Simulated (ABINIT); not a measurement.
Runs of ABINIT 10.8.3 (patched build) on Nb. It takes space group Fm-3m (No. 225, cubic). The conventional cell has a = 4.230 Å, b = 4.230 Å, c = 4.230 Å, α = 90.00°, β = 90.00°, γ = 90.00°. Around Nb (site symmetry m-3m) lie 12 Nb at 2.99 Å. This isn't the form of Nb at room conditions, which is bcc.

```csv
task,level,potentials or basis,cell,k mesh,smearing,bands in the sums,broadening (eV),scissor shift (eV),tensor components,stop of the response cycle (tolvrs),gap on the mesh (eV),pressure (GPa)
optical spectrum,LDA,PseudoDojo NC SR LDA v0.4 stringent,as given,"12 × 12 × 12, with 4 shifts",fermi-dirac 0.136 eV,12,0.1,0,[11],-,-,(a)
single point,LDA,PseudoDojo NC SR LDA v0.4 stringent,as given,8 × 8 × 8,fermi-dirac 0.05 eV,-,-,-,-,-,none,-11.4
single point,PBEsol,PseudoDojo NC SR PBEsol v0.4.1 standard,cell stretched,8 × 8 × 8,fermi-dirac 0.05 eV,-,-,-,-,-,none,-17.3
phonons at a zone-boundary q,PBEsol,PseudoDojo NC SR PBEsol v0.4.1 standard,volume scaled by 1.08,12 × 12 × 12,fermi-dirac 0.1 eV,-,-,-,-,1e-10,none,-16.9
```

Alike in all rows: no spin polarisation; cutoff (eV) 1007.

Fill in the values left out.

(a) -10.7.

Caveats: the intraband (Drude) term is left out (some runs); spectra need much finer meshes, so this one isn't converged (some runs); independent-particle spectra lack excitons (some runs); some modes are imaginary (some runs).

A k mesh can miss the band edges, and the runs leave out spin-orbit coupling on Nb.

A gap of «none» marks a metal or a gap under the smearing width.
